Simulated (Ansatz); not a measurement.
The system is Mg.

```
CELL_PARAMETERS angstrom
3.20930 0.00000 0.00000
-1.60465 2.77934 0.00000
0.00000 0.00000 5.21030
ATOMIC_POSITIONS crystal
Mg 0.66667 0.33333 0.75000
Mg 0.33333 0.66667 0.25000
```

| Quantity | Value |
| --- | --- |
| Program | Ansatz 0.2.0 |
| Task | relaxation of cell and atoms |
| Functional | r2SCAN |
| Potentials or basis | Ansatz PAW |
| Cutoff | 500 eV (not typed: the program's choice for these potentials) |
| k mesh | 10 × 10 × 5 |
| Occupations | fermi-dirac, width 0.05 eV |
| Spin | no spin polarisation |

At the start: volume 23.24 Å³/atom.

Q: Where does the relaxation end?

A: It ends after 6 steps and the volume is 22.63 Å³/atom (-2.6 %); space group P6_3/mmc (No. 194, to 0.05 Å).

The path:
| step | energy change (eV) | largest force (eV/Å) | volume (Å³) |
| --- | --- | --- | --- |
| 1 | 0.0000 | 0.0000 | 46.47 |
| 2 | -0.0056 | 0.0000 | 45.38 |
| 3 | -0.0068 | 0.0000 | 45.10 |
| 4 | -0.0072 | 0.0000 | 45.21 |
| 5 | -0.0072 | 0.0000 | 45.27 |
| 6 | -0.0070 | 0.0000 | 45.27 |

Final structure:
```
Mg
1.0
     3.15208    0.00000    0.00000
    -1.57604    2.72978    0.00000
     0.00000    0.00000    5.26106
Mg
2
Direct
  0.66667 0.33333 0.75000
  0.33333 0.66667 0.25000
```

Caveat: the plane-wave basis is chosen anew once the cell has moved, so the energies of steps on either side of that aren't comparable; the PAW data sets come from PBE, with cores solved anew for the run's functional, which leaves a small shift of forces and pressure.
